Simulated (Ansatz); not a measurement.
A 14-atom cell of Ge3N4 started from a crystallographic database at its r2SCAN geometry, run in the PAW code Ansatz at 3 levels of theory. (Simulation; no magnetic order is allowed.)

The PBE+SOC input:
```yaml
crystal:
  lattice:
    - [0.0, 4.1077354414, 4.1077354414]
    - [4.1077354414, 0.0, 4.1077354414]
    - [4.1077354414, 4.1077354414, 0.0]
  atoms:
    - { symbol: Ge, position: [0.625, 0.625, 0.625] }
    - { symbol: Ge, position: [0.125, 0.625, 0.625] }
    - { symbol: Ge, position: [0.625, 0.625, 0.125] }
    - { symbol: Ge, position: [0.625, 0.125, 0.625] }
    - { symbol: Ge, position: [0.0, 0.0, 0.0] }
    - { symbol: Ge, position: [0.25, 0.25, 0.25] }
    - { symbol: "N", position: [0.3830976605, 0.3830976605, 0.3830976605] }
    - { symbol: "N", position: [0.3992929814, 0.8669023395, 0.8669023395] }
    - { symbol: "N", position: [0.3830976605, 0.3830976605, 0.8507070186] }
    - { symbol: "N", position: [0.8669023395, 0.3992929814, 0.8669023395] }
    - { symbol: "N", position: [0.8507070186, 0.3830976605, 0.3830976605] }
    - { symbol: "N", position: [0.8669023395, 0.8669023395, 0.8669023395] }
    - { symbol: "N", position: [0.3830976605, 0.8507070186, 0.3830976605] }
    - { symbol: "N", position: [0.8669023395, 0.8669023395, 0.3992929814] }
kpoints:
  mp_grid: { grid: [6, 6, 6] }
  band_path:
    path:
      - [0.0, 0.0, 0.0]
      - [0.5, 0.0, 0.5]
      - [0.625, 0.25, 0.625]
      - [0.375, 0.375, 0.75]
      - [0.5, 0.5, 0.5]
      - [0.5, 0.25, 0.75]
      - [0.0, 0.28125, -0.28125]
    npoints: 1
hamiltonian:
  xc: pbe
scf:
  occupations: { method: fixed }
  n_extra_bands: 14
magnetization:
  noncollinear: true
  spin_orbit: true
output:
  forces: true
  stress: true
  eigenvalues: true
  write_density: true
  write_potential: true
  elf: true
  volumetric_format: npy
```

Main results, then, where recorded, the levels near the gap in eV from the Fermi energy (columns number the bands from 0), one row a point of the path (Γ, X, U, K, L, W, K–Γ (0.25)):
```
Crystal: 14 atoms, lattice volume = 138.624 Å³
Symmetry: 48 space group operations + 48 with time reversal
Magnetic group: BNS 227.129 (UNI 1631)
```
```
Basis set: ecut = 420 eV, 2733 PW (Γ)
k-points: 16 of 216
SCF 1 converged in 9 iterations: F = -28841.063175 eV  dr2 = 3.92e-8
Free energy (F): -28841.063175 eV
Fermi energy:    12.123476 eV
--- Forces (eV/Å), atoms counted from 1 ---
  atom   1  Ge      0.00000      0.00000      0.00000
  atom   2  Ge      0.00000      0.00000      0.00000
  atom   3  Ge      0.00000      0.00000      0.00000
  atom   4  Ge      0.00000      0.00000      0.00000
  atom   5  Ge      0.00000      0.00000      0.00000
  atom   6  Ge      0.00000      0.00000      0.00000
  atom   7  N     -0.04545    -0.04545    -0.04545
  atom   8  N       0.04545    -0.04545    -0.04545
  atom   9  N       0.04545      0.04545    -0.04545
  atom  10  N     -0.04545      0.04545    -0.04545
  atom  11  N     -0.04545      0.04545      0.04545
  atom  12  N       0.04545      0.04545      0.04545
  atom  13  N       0.04545    -0.04545      0.04545
  atom  14  N     -0.04545    -0.04545      0.04545
--- Stress (GPa, compression-positive) ---
        8.308054       0.000000       0.000000
        0.000000       8.308054       0.000000
        0.000000       0.000000       8.308054
  P = ⅓ Tr σ = 8.3081 GPa (83.081 kbar)
```

With PBE+SOC the valence top lies at K–Γ (0.25 of the way from K) and the conduction bottom at Γ, 2.23 eV higher; the smallest vertical gap, at Γ, is 2.25 eV. Least and direct gap differ so little that the kind isn't settled.

HSE06. Against the first input these blocks differ (the band path and keys that only write files left aside):
```yaml
kpoints:
  mp_grid: { grid: [4, 4, 4] }
hamiltonian:
  xc: hse06
scf:
  occupations: { method: fixed }
  n_extra_bands: 7
```
(magnetization left out)

```
Basis set: ecut = 420 eV, 2733 PW (Γ)
k-points: 8 of 64
SCF 1 stopped early in 3 iterations: F = -28840.486609 eV  dr2 = 1.92e-4
Exchange kernel: α = 0.2500, screened, ω = 0.2079 Å⁻¹, Wigner–Seitz truncation, v(0) = 1046.4601 eV·Å³, q-mesh 4×4×4
SCF 2 stopped early in 7 iterations: F = -28845.480013 eV  dr2 = 9.23e-6
hybrid outer 1: dexx = +6.356e-2 eV, tail = 2.53e-4 eV
SCF 3 converged in 5 iterations: F = -28845.479987 eV  dr2 = 2.22e-9
hybrid outer 2: dexx = +2.070e-6 eV, tail = 7.94e-8 eV, Δε = 3.32e-3 eV, ΔF = 1.79e-3 eV/Å
Free energy (F): -28845.479987 eV
Fermi energy:    11.317819 eV
--- Forces (eV/Å), atoms counted from 1 ---
  atom   1  Ge      0.00000      0.00000      0.00000
  atom   2  Ge      0.00000      0.00000      0.00000
  atom   3  Ge      0.00000      0.00000      0.00000
  atom   4  Ge      0.00000      0.00000      0.00000
  atom   5  Ge      0.00000      0.00000      0.00000
  atom   6  Ge      0.00000      0.00000      0.00000
  atom   7  N       0.01640      0.01640      0.01640
  atom   8  N     -0.01640      0.01640      0.01640
  atom   9  N     -0.01640    -0.01640      0.01640
  atom  10  N       0.01640    -0.01640      0.01640
  atom  11  N       0.01640    -0.01640    -0.01640
  atom  12  N     -0.01640    -0.01640    -0.01640
  atom  13  N     -0.01640      0.01640    -0.01640
  atom  14  N       0.01640      0.01640    -0.01640
--- Stress (GPa, compression-positive) ---
       -2.331240       0.000000       0.000000
        0.000000      -2.331240       0.000000
        0.000000       0.000000      -2.331240
  P = ⅓ Tr σ = -2.3312 GPa (-23.312 kbar)
```
```tsv
band_57	band_58	band_59	band_60	band_61	band_62	band_63	band_64
-0.378	-0.378	-0.047	-0.047	-0.047	3.445	3.445	3.445
-1.924	-1.029	-1.029	-0.213	-0.213	6.511	6.511	7.229
-1.631	-1.600	-1.247	-0.683	-0.063	6.512	6.624	7.258
-1.631	-1.600	-1.247	-0.683	-0.063	6.512	6.624	7.258
-0.735	-0.735	-0.674	-0.118	-0.118	5.091	5.382	6.419
-1.910	-1.278	-1.278	-0.478	-0.478	6.975	6.975	7.480
-1.203	-1.199	-1.173	-0.778	0.004	5.568	6.260	6.470
```

With HSE06 the valence top lies at K–Γ (0.25 of the way from K) and the conduction bottom at Γ, 3.44 eV higher; the smallest vertical gap, at Γ, is 3.49 eV. At this geometry HSE06 finds -2.3 GPa, compression counted positive: its own equilibrium volume is smaller. (The program warns that its thresholds are loose for a hybrid's stress.)

Problem. In the first input these blocks are replaced (the band path and keys that only write files left aside):
```yaml
kpoints:
  mp_grid: { grid: [4, 4, 4] }
hamiltonian:
  xc: pbe0
scf:
  occupations: { method: fixed }
  n_extra_bands: 7
```
(magnetization left out)
What comes out?

Solution.
```
Basis set: ecut = 420 eV, 2733 PW (Γ)
k-points: 8 of 64
SCF 1 stopped early in 3 iterations: F = -28840.478675 eV  dr2 = 1.92e-4
Exchange kernel: α = 0.2500, full range, Wigner–Seitz truncation, v(0) = 14856.7465 eV·Å³, q-mesh 4×4×4
SCF 2 stopped early in 7 iterations: F = -28846.006469 eV  dr2 = 1.90e-5
hybrid outer 1: dexx = +8.003e-2 eV, tail = 3.10e-4 eV
SCF 3 converged in 5 iterations: F = -28846.006585 eV  dr2 = 2.94e-9
hybrid outer 2: dexx = +3.987e-6 eV, tail = 1.19e-7 eV, Δε = 2.79e-3 eV, ΔF = 1.76e-3 eV/Å
SCF 4 converged in 2 iterations: F = -28846.006586 eV  dr2 = 4.90e-10
hybrid outer 3: dexx = +2.042e-9 eV, tail = 1.12e-9 eV, Δε = 8.79e-5 eV, ΔF = 5.83e-5 eV/Å
Free energy (F): -28846.006586 eV
Fermi energy:    10.938829 eV
--- Forces (eV/Å), atoms counted from 1 ---
  atom   1  Ge      0.00000      0.00000      0.00000
  atom   2  Ge      0.00000      0.00000      0.00000
  atom   3  Ge      0.00000      0.00000      0.00000
  atom   4  Ge      0.00000      0.00000      0.00000
  atom   5  Ge      0.00000      0.00000      0.00000
  atom   6  Ge      0.00000      0.00000      0.00000
  atom   7  N       0.01343      0.01343      0.01343
  atom   8  N     -0.01343      0.01343      0.01343
  atom   9  N     -0.01343    -0.01343      0.01343
  atom  10  N       0.01343    -0.01343      0.01343
  atom  11  N       0.01343    -0.01343    -0.01343
  atom  12  N     -0.01343    -0.01343    -0.01343
  atom  13  N     -0.01343      0.01343    -0.01343
  atom  14  N       0.01343      0.01343    -0.01343
--- Stress (GPa, compression-positive) ---
       -2.474421       0.000000       0.000000
        0.000000      -2.474421       0.000000
        0.000000       0.000000      -2.474421
  P = ⅓ Tr σ = -2.4744 GPa (-24.744 kbar)
```
```tsv
band_57	band_58	band_59	band_60	band_61	band_62	band_63	band_64
-0.378	-0.378	-0.050	-0.050	-0.050	4.167	4.167	4.167
-1.940	-1.032	-1.032	-0.217	-0.217	7.262	7.262	7.989
-1.647	-1.615	-1.253	-0.691	-0.065	7.261	7.377	8.014
-1.647	-1.615	-1.253	-0.691	-0.065	7.261	7.377	8.014
-0.739	-0.739	-0.679	-0.120	-0.120	5.823	6.122	7.169
-1.927	-1.290	-1.290	-0.484	-0.484	7.734	7.734	8.239
-1.213	-1.211	-1.185	-0.786	0.003	6.309	7.009	7.220
```
The PBE0 gap is indirect, 4.16 eV (K–Γ (0.25 of the way from K) to Γ), below the direct gap of 4.22 eV at Γ. The mean pressure is -2.5 GPa (compression positive), so PBE0 would shrink the cell's volume. (The program warns that its thresholds are loose for a hybrid's stress.)

The hybrids run on coarser meshes, which limits their stresses and small splittings of levels.

Totals of different functionals, or with and without spin-orbit coupling, can't be compared.

Only the levels marked +SOC include spin-orbit coupling.

The meshes of the hybrids are coarse, so their gaps aren't converged to the digits shown.
